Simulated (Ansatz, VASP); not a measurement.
C in VASP and in Ansatz

```
C
1.0
     1.23250    0.71158    3.36139
    -1.23250    0.71158    3.36139
     0.00000   -1.42317    3.36139
C
2
Direct
  0.16094 0.16094 0.16094
  0.83906 0.83906 0.83906
```

Change from the starting cell: mode 4 frozen in at -0.057 Å, equal normal strain along x, y and z +0.0000.

Alike in both runs: task single point; functional PBE; dispersion D3(BJ); k mesh 15 × 15 × 15; occupations gaussian, width 0.05 eV; no spin polarisation.

```csv
,VASP,Ansatz
version,VASP 6.6.1,Ansatz 0.2.0
potentials or method,"VASP PAW PBE potentials, release 64 (C)","scalar-relativistic, plane waves, PAW"
plane-wave cutoff (eV),520,520
valence electrons in the cell,8,8
```

VASP gave:

```
gap on the k mesh at the Fermi level (eV)       : 0.85
least direct gap on the mesh (eV)               : 0.85
pressure (GPa)                                  : -0.4
largest component of the traceless stress (GPa) : 2.03
rms of the force components (eV/Å)              : 1.087
```

Q: Which values does Ansatz return?

A: gap on the k mesh at the Fermi level (eV): 0.85; least direct gap on the mesh (eV): 0.85; pressure (GPa): -0.8; largest component of the traceless stress (GPa): 1.51; rms of the force components (eV/Å): 1.091.

Atom by atom the forces differ by 0.004 eV/Å (rms over components).

Caveats: an odd mesh through Γ misses points on the zone boundary, where band edges often lie; forces of over 1 eV/Å show positions far from the minimum, so gaps and moduli don't describe the material at rest.
